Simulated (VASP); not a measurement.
# PbSe (Clausthalite) (Fm-3m) in VASP: further runs, part 2 of 2

VASP 6.6.1. Earlier steps stand in the parts before.

**4. Relaxation of the atoms, PBE+D3(BJ) (a relaxed cell with its volume scaled by 1.02)**

Contents of INCAR:

```
SYSTEM = PbSe
  PREC = Accurate
  ENCUT = 600
  EDIFF = 1E-7
  ISMEAR = 0
  SIGMA = 0.03
  LREAL = .FALSE.
  LASPH = .TRUE.
  NELM = 80
  ALGO = Normal
  ISIF = 2
  LWAVE = .FALSE.
  LCHARG = .FALSE.
  GGA = PE
  IVDW = 12
  IBRION = 2
  NSW = 40
  EDIFFG = -0.01
```

Contents of KPOINTS:

```
Automatic mesh
0
G
  8 8 8
  0 0 0
```

Contents of POSCAR:

```
PbSe                                    
1.0
    0.0000000000      3.0875412285      3.0875412285
    3.0875412285      0.0000000000      3.0875412285
    3.0875412285      3.0875412285      0.0000000000
  Pb              Se            
     1     1
Direct
     0.0000000000000000    0.0000000000000000    0.0000000000000000
     0.5000000000000000    0.5000000000000000    0.5000000000000000
```

Potentials or basis: VASP PAW PBE potentials, release 64 (Pb_d, Se).

Started as:

```
> cat potpaw_PBE.64/Pb_d/POTCAR potpaw_PBE.64/Se/POTCAR > POTCAR
> mpirun -np 1 vasp_std > vasp.out
```

OUTCAR:

```text
SYSTEM = PbSe
   PREC = Accurate
   ENCUT = 600
   EDIFF = 1E-7
   ISMEAR = 0
   LREAL = .FALSE.
   LASPH = .TRUE.
   NELM = 80
   ISIF = 2
   GGA = PE
   IVDW = 12
   IBRION = 2
   NSW = 40
   EDIFFG = -0.01
 IVDW          = 12

 ion  position               nearest neighbor table
   1  0.000  0.000  0.000-   2 3.09   2 3.09   2 3.09   2 3.09   2 3.09   2 3.09
   2  0.500  0.500  0.500-   1 3.09   1 3.09   1 3.09   1 3.09   1 3.09   1 3.09

  LATTYP: Found a face centered cubic cell.
 ALAT       =     6.1750824570

  Lattice vectors:

 A1 = (   0.0000000000,   3.0875412285,   3.0875412285)
 A2 = (   3.0875412285,   0.0000000000,   3.0875412285)
 A3 = (   3.0875412285,   3.0875412285,   0.0000000000)

Analysis of symmetry for initial positions (statically):
=====================================================================
 Subroutine PRICEL returns:
 Original cell was already a primitive cell.

 Routine SETGRP: Setting up the symmetry group for a
 face centered cubic supercell.

 Subroutine GETGRP returns: Found 48 space group operations
 (whereof 48 operations were pure point group operations)
[... 182 lines left out ...]
      8       2.9877      2.00000
      9       2.9877      2.00000
     10       2.9877      2.00000
     11       9.4006      0.00000
     12       9.4006      0.00000
     13       9.4006      0.00000
     14      11.3205      0.00000
[... 377 lines left out ...]
      1     -12.0922      2.00000
      2     -12.0541      2.00000
      3     -12.0381      2.00000
      4     -12.0294      2.00000
      5     -12.0160      2.00000
      6      -7.4469      2.00000
      7      -3.5999      2.00000
      8       1.6579      2.00000
      9       2.0149      2.00000
     10       3.9713      2.00000
     11       6.1838      0.00000
     12       8.1641      0.00000
     13       8.8069      0.00000
     14      12.3766      0.00000

 [... further k-points ...]

------------------------ aborting loop because EDIFF is reached ----------------------------------------

 Edisp (eV)   -0.71706

 E8    (eV) :    -0.3347

  FORCE on cell =-STRESS in cart. coord.  units (eV):
  Direction    XX          YY          ZZ          XY          YZ          ZX
  --------------------------------------------------------------------------------------
  -------------------------------------------------------------------------------------
  Total      -0.35876    -0.35876    -0.35876    -0.00000    -0.00000     0.00000
  in kB      -9.76437    -9.76437    -9.76437    -0.00000    -0.00000     0.00000
  external pressure =       -9.76 kB  Pullay stress =        0.00 kB

 VOLUME and BASIS-vectors are now :
 -----------------------------------------------------------------------------
  energy-cutoff  :      600.00
  volume of cell :       58.87
      direct lattice vectors                 reciprocal lattice vectors
     0.000000000  3.087541229  3.087541229    -0.161941157  0.161941157  0.161941157
     3.087541229  0.000000000  3.087541229     0.161941157 -0.161941157  0.161941157
     3.087541229  3.087541229  0.000000000     0.161941157  0.161941157 -0.161941157

 POSITION                                       TOTAL-FORCE (eV/Angst)
 -----------------------------------------------------------------------------------
      0.00000      0.00000      0.00000         0.000000      0.000000      0.000000
      3.08754      3.08754      3.08754         0.000000      0.000000     -0.000000
 -----------------------------------------------------------------------------------
    total drift:                                0.000000      0.000000      0.000000

  FREE ENERGIE OF THE ION-ELECTRON SYSTEM (eV)
  ---------------------------------------------------
  free  energy   TOTEN  =        -8.9118919001 eV

  energy  without entropy=       -8.9118919001  energy(sigma->0) =       -8.91189190

 reached required accuracy - stopping structural energy minimisation
```

Run time: 12 s. Hardware: 1 thread of Intel Xeon 6975P-C (Granite Rapids), shared host; peak memory 0.22 GiB.

What came out:

```yaml
Free_energy: -8.9119 eV
Pressure_after_relaxing: -1.0 GPa
Band_gap_on_the_k_mesh: 0.38 eV, direct
Dispersion_energy_per_atom: -0.359 eV
```

Final structure:
```
Pb Se
1.0
     0.00000    3.08754    3.08754
     3.08754    0.00000    3.08754
     3.08754    3.08754    0.00000
Pb Se
1 1
Cartesian
  0.0000 0.0000 0.0000
  3.0875 3.0875 3.0875
```

Levels at points of the mesh, in eV from the valence-band top:
```tsv
k point	band 8	band 9	band 10	band 11	band 12	band 13
(0.00, 0.00, 0.00)	-1.74	-1.74	-1.74	4.67	4.67	4.67
(0.50, 0.00, 0.00)	-1.35	-1.35	0.00	0.38	1.77	1.77
(0.50, 0.50, 0.00)	-4.75	-3.05	-3.05	3.83	5.53	5.53
```

Caveat: the relaxation stopped at its first step, so nothing moved; spin-orbit coupling is left out, which as a rule narrows the gap of such compounds by several tenths of an eV. A k mesh can miss the band edges.

**5. Relaxation of the atoms, PBE+D3(BJ) (a relaxed cell with its volume scaled by 1.04)**

INCAR is that of step 4.

KPOINTS is that of step 4.

Contents of POSCAR:

```
PbSe                                    
1.0
    0.0000000000      3.1075907593      3.1075907593
    3.1075907593      0.0000000000      3.1075907593
    3.1075907593      3.1075907593      0.0000000000
  Pb              Se            
     1     1
Direct
     0.0000000000000000    0.0000000000000000    0.0000000000000000
     0.5000000000000000    0.5000000000000000    0.5000000000000000
```

Started as:

```
> cat potpaw_PBE.64/Pb_d/POTCAR potpaw_PBE.64/Se/POTCAR > POTCAR
> mpirun -np 1 vasp_std > vasp.out
```

It took 12 s on 1 thread of Intel Xeon 6975P-C (Granite Rapids), shared host; peak memory 0.22 GiB.

The run converged. Its results:

```yaml
Free_energy: -8.9018 eV
Pressure_after_relaxing: -1.8 GPa
Band_gap_on_the_k_mesh: 0.43 eV, direct
Dispersion_energy_per_atom: -0.352 eV
```

Final structure:
```
Pb Se
1.0
     0.00000    3.10759    3.10759
     3.10759    0.00000    3.10759
     3.10759    3.10759    0.00000
Pb Se
1 1
Direct
  0.00000 0.00000 0.00000
  0.50000 0.50000 0.50000
```

Levels at points of the mesh, in eV from the valence-band top:
```
           k point  band 7  band 8  band 9  band 10  band 11  band 12  band 13  band 14
(0.00, 0.00, 0.00)   -6.34   -1.64   -1.64    -1.64     4.64     4.64     4.64     6.65
(0.50, 0.00, 0.00)   -8.52   -1.26   -1.26     0.00     0.43     1.82     1.82     8.53
(0.50, 0.50, 0.00)   -7.28   -4.58   -2.92    -2.92     3.92     5.47     5.47     5.89
```

Caveat: the relaxation stopped at its first step, so nothing moved; spin-orbit coupling is left out, which as a rule narrows the gap of such compounds by several tenths of an eV. A k mesh can miss the band edges.

**6. Relaxation of the atoms, PBE+D3(BJ) (a relaxed cell with its volume scaled by 1.06)**

INCAR is that of step 5.

KPOINTS is that of step 5.

Contents of POSCAR:

```
PbSe                                    
1.0
    0.0000000000      3.1273848647      3.1273848647
    3.1273848647      0.0000000000      3.1273848647
    3.1273848647      3.1273848647      0.0000000000
  Pb              Se            
     1     1
Direct
     0.0000000000000000    0.0000000000000000    0.0000000000000000
     0.5000000000000000    0.5000000000000000    0.5000000000000000
```

Potentials or basis: VASP PAW PBE potentials, release 64 (Pb_d, Se).

Started as:

```
> cat potpaw_PBE.64/Pb_d/POTCAR potpaw_PBE.64/Se/POTCAR > POTCAR
> mpirun -np 1 vasp_std > vasp.out
```

OUTCAR:

```text
SYSTEM = PbSe
   PREC = Accurate
   ENCUT = 600
   EDIFF = 1E-7
   ISMEAR = 0
   LREAL = .FALSE.
   LASPH = .TRUE.
   NELM = 80
   ISIF = 2
   GGA = PE
   IVDW = 12
   IBRION = 2
   NSW = 40
   EDIFFG = -0.01
 IVDW          = 12

 ion  position               nearest neighbor table
   1  0.000  0.000  0.000-   2 3.13   2 3.13   2 3.13   2 3.13   2 3.13   2 3.13
   2  0.500  0.500  0.500-   1 3.13   1 3.13   1 3.13   1 3.13   1 3.13   1 3.13

  LATTYP: Found a face centered cubic cell.
 ALAT       =     6.2547697294
[... 601 lines left out ...]

 Edisp (eV)   -0.68999

 E8    (eV) :    -0.3222

  FORCE on cell =-STRESS in cart. coord.  units (eV):
  Direction    XX          YY          ZZ          XY          YZ          ZX
  --------------------------------------------------------------------------------------
  -------------------------------------------------------------------------------------
  Total      -0.95830    -0.95830    -0.95830     0.00000    -0.00000     0.00000
  in kB     -25.09805   -25.09805   -25.09805     0.00000    -0.00000     0.00000
  external pressure =      -25.10 kB  Pullay stress =        0.00 kB

 VOLUME and BASIS-vectors are now :
 -----------------------------------------------------------------------------
  energy-cutoff  :      600.00
  volume of cell :       61.18
      direct lattice vectors                 reciprocal lattice vectors
     0.000000000  3.127384865  3.127384865    -0.159877988  0.159877988  0.159877988
     3.127384865  0.000000000  3.127384865     0.159877988 -0.159877988  0.159877988
     3.127384865  3.127384865  0.000000000     0.159877988  0.159877988 -0.159877988

 POSITION                                       TOTAL-FORCE (eV/Angst)
 -----------------------------------------------------------------------------------
      0.00000      0.00000      0.00000        -0.000000      0.000000     -0.000000
      3.12738      3.12738      3.12738         0.000000     -0.000000      0.000000
 -----------------------------------------------------------------------------------
    total drift:                                0.000000      0.000000      0.000000

  FREE ENERGIE OF THE ION-ELECTRON SYSTEM (eV)
  ---------------------------------------------------
  free  energy   TOTEN  =        -8.8861660389 eV

  energy  without entropy=       -8.8861660389  energy(sigma->0) =       -8.88616604

 reached required accuracy - stopping structural energy minimisation
```

CONTCAR:

```text
PbSe
   1.00000000000000
     0.0000000000000000    3.1273848647000002    3.1273848647000002
     3.1273848647000002    0.0000000000000000    3.1273848647000002
     3.1273848647000002    3.1273848647000002    0.0000000000000000
  Pb              Se
     1     1
Direct
     0.0000000000000000    0.0000000000000000    0.0000000000000000
     0.5000000000000000    0.5000000000000000    0.5000000000000000

  0.00000000E+00  0.00000000E+00  0.00000000E+00
  0.00000000E+00  0.00000000E+00  0.00000000E+00
```

It took 12 s on 1 thread of Intel Xeon 6975P-C (Granite Rapids), shared host; peak memory 0.22 GiB.

Results:

- Free energy: -8.8862 eV
- Pressure after relaxing: -2.5 GPa
- Band gap on the k mesh: 0.49 eV, direct
- Dispersion energy per atom: -0.345 eV

Final structure:
```
CELL_PARAMETERS angstrom
0.00000 3.12738 3.12738
3.12738 0.00000 3.12738
3.12738 3.12738 0.00000
ATOMIC_POSITIONS crystal
Pb 0.00000 0.00000 0.00000
Se 0.50000 0.50000 0.50000
```

Caveat: the relaxation stopped at its first step, so nothing moved; spin-orbit coupling is left out, which as a rule narrows the gap of such compounds by several tenths of an eV. A k mesh can miss the band edges.

**7. Summary**

```csv
cell,gap on the mesh (eV),pressure (GPa)
atoms relaxed from: a relaxed cell with its volume scaled by 0.98,0.24,1.1
atoms relaxed,0.31,0.0
atoms relaxed from: a relaxed cell with its volume scaled by 1.02,0.38,-1.0
atoms relaxed from: a relaxed cell with its volume scaled by 1.04,0.43,-1.8
atoms relaxed from: a relaxed cell with its volume scaled by 1.06,0.49,-2.5
```

Alike in all rows: task relaxation of the atoms; level PBE+D3(BJ); potentials or basis VASP PAW PBE potentials, release 64 (Pb_d, Se); no spin polarisation; k mesh 8 × 8 × 8; cutoff (eV) 600; smearing gaussian 0.03 eV.

Caveats: the relaxation stopped at its first step, so nothing moved; spin-orbit coupling is left out, which as a rule narrows the gap of such compounds by several tenths of an eV.

Total energies depend on the potentials used, so only differences within one code and one set of settings carry meaning.

**8. Against experiment**

Step 3. Measured gap of PbSe: 0.15 eV (direct; 4.2 K; a printed reference work, monograph). This calculation gives 0.31 eV (+0.16 eV). 2 values of this kind are on record (0.15 to 0.28 eV); this one was drawn at random. Spin-orbit coupling on Pb, Se is left out. The value is that of PBE+D3(BJ) on a finite k mesh, which can miss the band edges, without temperature or zero-point motion.
